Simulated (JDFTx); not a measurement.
AlN under changes of volume

One of the cells (10.417 Å³/atom); the others are scaled copies at fixed shape and fractional positions:

```
CELL_PARAMETERS angstrom
0.00000 2.18399 2.18399
2.18399 0.00000 2.18399
2.18399 2.18399 0.00000
ATOMIC_POSITIONS crystal
Al 0.00000 0.00000 0.00000
N 0.25000 0.25000 0.25000
```

Measurements of this composition are mostly on another form, of space group No. 186.

- Program: JDFTx 1.7.0 (patched build)
- Functional: PBE
- Potentials or basis: PseudoDojo-SR-PBE-0.5-standard
- Cutoff: 1143 eV
- Density cutoff: 9143 eV
- k mesh: 10 × 10 × 10
- Occupations: fermi-dirac, width 0.05 eV
- Spin: no spin polarisation

```csv
volume (Å³/atom),energy over the lowest point (meV/atom),pressure (GPa),gap on the mesh (eV)
9.792,47.94,19.1,3.35
10.001,26.58,13.8,3.35
10.209,?,?,?
10.417,3.20,4.5,3.32
10.626,0.00,0.5,3.31
10.834,1.78,-3.2,3.30
11.042,8.07,-6.5,3.29
```

**Question.** What does the run at 10.209 Å³/atom give?

**Answer.** Energy over the lowest point 11.87 meV/atom; pressure 8.9 GPa; gap on the mesh 3.33 eV.

Worked out: A Birch-Murnaghan fit of order 3 (a polynomial in V^(-2/3)) to the other rows has its minimum at 10.65 Å³/atom with B0 = V·E''(V) = 194 GPa and B' = 3.8. It gives 11.90 meV/atom at 10.209 Å³/atom, against the run's 11.87, and -dE/dV = 8.9 GPa, against 8.9. A straight line through the other rows of the gap, of slope -0.539 eV per unit of ln V, gives 3.33 eV, against the run's 3.33.

Energies are extrapolated to zero smearing.

A mesh can miss the band edges.
